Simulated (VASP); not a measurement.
# InAs: single point with PBE

**What was measured.**

From a printed reference work, data compilation, for a bulk crystal of InAs at 4.2 K: band gap 0.418 eV (direct).

InAs:

```
CELL_PARAMETERS angstrom
0.00000 3.14071 3.14071
3.14071 0.00000 3.14071
3.14071 3.14071 0.00000
ATOMIC_POSITIONS crystal
In 0.00000 0.00000 0.00000
As 0.75000 0.75000 0.75000
```

```yaml
Program: VASP 6.6.1
Task: single point
Functional: PBE
Potentials_or_basis: VASP PAW PBE potentials, release 64 (In_d, As)
Cutoff: 520 eV
k_mesh: 8 × 8 × 8
Occupations: gaussian, width 0.01 eV
Spin: collinear spin, ferromagnetic start
Starting_moments: "[0.5, 0.0] μB"
```

```json
{"Pressure": "-1.9 GPa", "Band gap on the k mesh": "zero (filled and empty bands touch)", "Net moment": "0.00 μB per cell", "Valence electrons inside the program's atomic spheres": "In 11.36; As 2.74"}
```

Levels at points of the mesh, in eV from the Fermi level:
Spin up:
```csv
k point,band 7,band 8,band 9,band 10,band 11,band 12
"(0.00, 0.00, 0.00)",-0.77,0.00,0.00,0.00,3.84,3.84
"(0.50, 0.00, 0.00)",-5.24,-0.84,-0.84,0.72,4.59,4.59
"(0.50, 0.50, 0.00)",-5.39,-1.97,-1.97,1.72,2.01,8.49
```
Spin down:
```tsv
k point	band 5	band 6	band 7	band 8	band 9	band 10	band 11	band 12	band 13	band 14
(0.00, 0.00, 0.00)	-14.12	-11.19	-0.77	0.00	0.00	0.00	3.84	3.84	3.84	7.12
(0.50, 0.00, 0.00)	-14.12	-10.05	-5.24	-0.84	-0.84	0.72	4.59	4.59	6.65	8.48
(0.50, 0.50, 0.00)	-14.11	-9.62	-5.39	-1.97	-1.97	1.72	2.01	8.49	8.49	8.49
```

It took 2.3 min on 1 thread of AMD EPYC 7R13, on a shared host, peak memory 0.24 GiB.

Against the measured gap of InAs, 0.418 eV (direct; 4.2 K; a printed reference work, data compilation), the calculated 0.00 eV is off by -0.42 eV. Spin-orbit coupling on As, In is left out. The value is that of PBE on a finite k mesh, which can miss the band edges, without temperature or zero-point motion. Semilocal functionals fall short of measured gaps as a rule.

Caveat: spin-orbit coupling is left out, which moves the levels of the heavy elements.
